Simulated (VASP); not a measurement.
# Se (P3_221) in VASP: notebook

One crystal, Se, is run at these levels: PBE; tasks: single point.

Program: VASP 6.6.1. These are calculated values, not measurements. Logs are shortened: lines on timing, memory, paths and dates and some standing lists are left out, and cuts for length are marked.

**1. Starting point**

The structure is trigonal, space group P3_221 (No. 154). Conventional cell: a = 4.355 Å, b = 4.355 Å, c = 4.949 Å, α = 90.00°, β = 90.00°, γ = 120.00°. Se (site symmetry 2) has 2 Se at 2.32 Å as nearest neighbours.

**2. Single point, PBE**

INCAR reads:

```
SYSTEM = Se
PREC     = Accurate       ! precision mode
ENCUT    = 350            ! plane-wave cutoff, eV
EDIFF    = 1E-6           ! SCF threshold, eV
ISMEAR   = 0              ! smearing method
SIGMA    = 0.05           ! smearing width, eV
LREAL    = .FALSE.        ! projectors in reciprocal space
LASPH    = .TRUE.         ! aspherical terms in the spheres
NELM     = 100            ! most SCF steps
ALGO     = Normal         ! electronic algorithm
ISIF     = 2              ! what is computed and relaxed
LWAVE    = .FALSE.        ! write WAVECAR
LCHARG   = .FALSE.        ! write CHGCAR
GGA      = PE             ! functional
NBANDS   = 16             ! bands
ADDGRID  = .FALSE.
```

KPOINTS reads:

```
Automatic mesh
0
G
  9 9 7
  0 0 0
```

POSCAR reads:

```
Se
1.0
    4.3551700000      0.0000000000      0.0000000000
   -2.1775850000      3.7716878578      0.0000000000
    0.0000000000      0.0000000000      4.9494500000
Se
3
Direct
    0.7830000000      0.7830000000      0.5000000000
    0.0000000000      0.2170000000      0.8333333333
    0.2170000000      0.0000000000      0.1666666667
```

Potentials or basis: VASP PAW PBE potentials, release 64 (Se).

Run with:

```bash
$ cat potpaw_PBE.64/Se/POTCAR > POTCAR
$ mpirun -np 1 vasp_std > vasp.out
```

OUTCAR:

```text
SYSTEM = Se
   PREC = Accurate
   ENCUT = 350
   EDIFF = 1E-6
   ISMEAR = 0
   LREAL = .FALSE.
   LASPH = .TRUE.
   NELM = 100
   ISIF = 2
   GGA = PE

 Found     69 irreducible k-points:

 Following reciprocal coordinates:
            Coordinates               Weight
  0.000000  0.000000  0.000000      1.000000
  0.111111  0.000000  0.000000      6.000000
  0.222222  0.000000  0.000000      6.000000
  0.333333  0.000000  0.000000      6.000000
  0.444444  0.000000  0.000000      6.000000
  0.111111  0.111111  0.000000      6.000000
   k-points           NKPTS =     69   k-points in BZ     NKDIM =     69   number of bands    NBANDS=     16
   number of dos      NEDOS =    301   number of ions     NIONS =      3
   total plane-waves  NPLWV =  23520
   dimension x,y,z NGX =    28 NGY =   28 NGZ =   30
   dimension x,y,z NGXF=    56 NGYF=   56 NGZF=   60
   ions per type =               3
   NGX,Y,Z   is equivalent  to a cutoff of  10.69, 10.69, 10.08 a.u.
   NGXF,Y,Z  is equivalent  to a cutoff of  21.38, 21.38, 20.15 a.u.
 SYSTEM =  Se
   PREC   = accura    normal or accurate (medium, high low for compatibility)
   ISTART =      0    job   : 0-new  1-cont  2-samecut
   ICHARG =      2    charge: 1-file 2-atom 10-const
   ISPIN  =      1    spin polarized calculation?
   LNONCOLLINEAR =      F non collinear calculations
   LSORBIT =      F    spin-orbit coupling
   LASPH  =      T    aspherical Exc in radial PAW
   ENCUT  =  350.0 eV  25.72 Ry    5.07 a.u.   6.64  6.64  7.55*2*pi/ulx,y,z
   NELM   =    100;   NELMIN=  2; NELMDL= -5     # of ELM steps
   EDIFF  = 0.1E-05   stopping-criterion for ELM
[... 18 lines left out ...]
     AMIX     =   0.40;   BMIX     =  1.00
     AMIX_MAG =   1.60;   BMIX_MAG =  1.00
  volume/ion in A,a.u.               =      27.10       182.88
  Fermi-wavevector in a.u.,A,eV,Ry     =   0.990375  1.871538 13.345178  0.980843
  Thomas-Fermi vector in A             =   2.122041
   LORBIT       =      0    0 simple, 1 ext, 2 COOP (PROOUT), +10 PAW based schemes
   GGA     = PE    functional components
[... 5 lines left out ...]
 non-spin polarized calculation
 Gauss-broadening in eV      SIGMA  =   0.05
  energy-cutoff  :      350.00
  volume of cell :       81.30
 maximum number of plane-waves:      1227
 NGX is ok and might be reduce to    28
   NGX = 13   NGY = 13   NGZ = 15

 number of electron      17.9999997 magnetization

 Free energy of the ion-electron system (eV)
  ---------------------------------------------------
  ext. energy  EPLUGINS =         0.00000000
  ---------------------------------------------------
  free energy    TOTEN  =       -10.36980876 eV

  energy without entropy =      -10.36980876  energy(sigma->0) =      -10.36980876

 E-fermi :   3.0055     XC(G=0):  -8.8323

 val. band max:        2.7354619912   @ k =   0.4444   0.0000   0.4286
 cond. band min:       3.9334769844   @ k =   0.3333   0.3333   0.4286
 fundamental gap:      1.1980149932
 Fermi energy:         3.0054692069

 k-point     1 :       0.0000    0.0000    0.0000
  band No.  band energies     occupation
      1     -13.3914      2.00000
      2      -9.0792      2.00000
      3      -9.0792      2.00000
      4      -1.2330      2.00000
      5      -1.2330      2.00000
      6      -1.0290      2.00000
      7       0.5687      2.00000
      8       0.5687      2.00000
      9       2.3495      2.00000
     10       4.8147      0.00000
     11       4.8147      0.00000
     12       5.2085      0.00000
     13       8.7780      0.00000
     14       9.1486      0.00000
     15       9.1486      0.00000
     16      11.1154      0.00000

 k-point     2 :       0.1111    0.0000    0.0000
  band No.  band energies     occupation
      1     -13.3472      2.00000
      2      -9.1176      2.00000
      3      -9.0723      2.00000
      4      -1.6539      2.00000
      5      -1.3905      2.00000
      6      -0.8616      2.00000
      7       0.5760      2.00000
      8       0.7976      2.00000
      9       2.2458      2.00000
     10       4.7519      0.00000
     11       4.8102      0.00000
     12       5.3464      0.00000
     13       8.7012      0.00000
     14       9.1374      0.00000
     15       9.6205      0.00000
     16      11.0532      0.00000

 k-point     3 :       0.2222    0.0000    0.0000
  band No.  band energies     occupation
      1     -13.2290      2.00000
      2      -9.2280      2.00000
      3      -9.0545      2.00000
      4      -2.1610      2.00000
      5      -1.6768      2.00000
      6      -0.8351      2.00000
      7       0.5615      2.00000
      8       0.9737      2.00000
      9       1.9869      2.00000
     10       4.7983      0.00000
     11       4.9132      0.00000
     12       5.7175      0.00000
     13       8.7930      0.00000
     14       8.9029      0.00000
     15      10.4697      0.00000
     16      11.2996      0.00000

 k-point     4 :       0.3333    0.0000    0.0000
  band No.  band energies     occupation
      1     -13.0812      2.00000
      2      -9.3788      2.00000
      3      -9.0339      2.00000
      4      -2.4839      2.00000
      5      -1.9226      2.00000
      6      -0.8376      2.00000
      7       0.3158      2.00000
      8       0.8655      2.00000
      9       1.7963      2.00000
     10       4.8398      0.00000
     11       5.1916      0.00000
     12       6.3577      0.00000
     13       8.4532      0.00000
     14       9.3471      0.00000
     15      11.2724      0.00000
     16      12.1138      0.00000

 k-point     5 :       0.4444    0.0000    0.0000
  band No.  band energies     occupation
      1     -12.9752      2.00000
      2      -9.4937      2.00000
      3      -9.0202      2.00000
      4      -2.6133      2.00000
      5      -2.0636      2.00000
      6      -0.7367      2.00000
      7      -0.1077      2.00000
      8       0.8074      2.00000
      9       1.7083      2.00000
     10       4.8374      0.00000
     11       5.3523      0.00000
     12       6.9858      0.00000
     13       8.1817      0.00000
     14      10.1581      0.00000
     15      12.1187      0.00000
     16      12.6949      0.00000

 k-point     6 :       0.1111    0.1111    0.0000
  band No.  band energies     occupation
      1     -13.2658      2.00000
      2      -9.1854      2.00000
      3      -9.0672      2.00000
      4      -2.0068      2.00000
      5      -1.6716      2.00000
      6      -0.7679      2.00000
      7       0.5340      2.00000
      8       0.9888      2.00000
      9       2.0375      2.00000
     10       4.8268      0.00000
     11       4.8526      0.00000
     12       5.5755      0.00000
     13       8.6041      0.00000
     14       9.1892      0.00000
     15      10.2093      0.00000
     16      11.0092      0.00000

 [... further k-points ...]

------------------------ aborting loop because EDIFF is reached ----------------------------------------

  FORCE on cell =-STRESS in cart. coord.  units (eV):
  Direction    XX          YY          ZZ          XY          YZ          ZX
  --------------------------------------------------------------------------------------
  -------------------------------------------------------------------------------------
  Total        2.3984664      2.3984664      3.8547518     -0.0000000      0.0000000      0.0000000
  in kB       47.2657351     47.2657351     75.9642408     -0.0000000      0.0000000      0.0000000
  external PRESSURE =      56.8319037 kB  Pullay stress =       0.0000000 kB

 VOLUME and BASIS-vectors are now :
 -----------------------------------------------------------------------------
  energy-cutoff  :      350.00
  volume of cell :       81.30
      direct lattice vectors                 reciprocal lattice vectors
     4.355170000  0.000000000  0.000000000     0.229612162  0.132566644  0.000000000
    -2.177585000  3.771687858  0.000000000     0.000000000  0.265133287  0.000000000
     0.000000000  0.000000000  4.949450000     0.000000000  0.000000000  0.202042651

 POSITION                                       TOTAL-FORCE (eV/Angst)
 -----------------------------------------------------------------------------------
      1.70505      2.95323      2.47472        -0.594751     -1.030138      0.000000
     -0.47254      0.81846      4.12454        -0.594751      1.030138     -0.000000
      0.94507      0.00000      0.82491         1.189501      0.000000      0.000000
 -----------------------------------------------------------------------------------
    total drift:                               -0.000000     -0.000000      0.000000

  FREE ENERGIE OF THE ION-ELECTRON SYSTEM (eV)
  ---------------------------------------------------
  free  energy   TOTEN  =       -10.3698087611 eV

  energy  without entropy=      -10.3698087611  energy(sigma->0) =      -10.36980876
```

Run time: 17 s. Hardware: 1 thread of Intel Xeon 6975P-C (Granite Rapids), shared host; peak memory 0.18 GiB.

These settings aren't checked as converged: the numbers below hold their error.

Results:

| Property | Result |
| --- | --- |
| Free energy | -10.3698 eV |
| Pressure | 5.7 GPa |
| Largest force | 1.190 eV/Å |
| Band gap on the k mesh | 1.20 eV, indirect (least direct gap 1.29 eV) |

Caveat: an odd mesh through Γ misses points on the zone boundary, where band edges often lie; forces of over 1 eV/Å show positions far from the minimum, so gaps and moduli don't describe the material at rest.

[end of part 1 of 2]
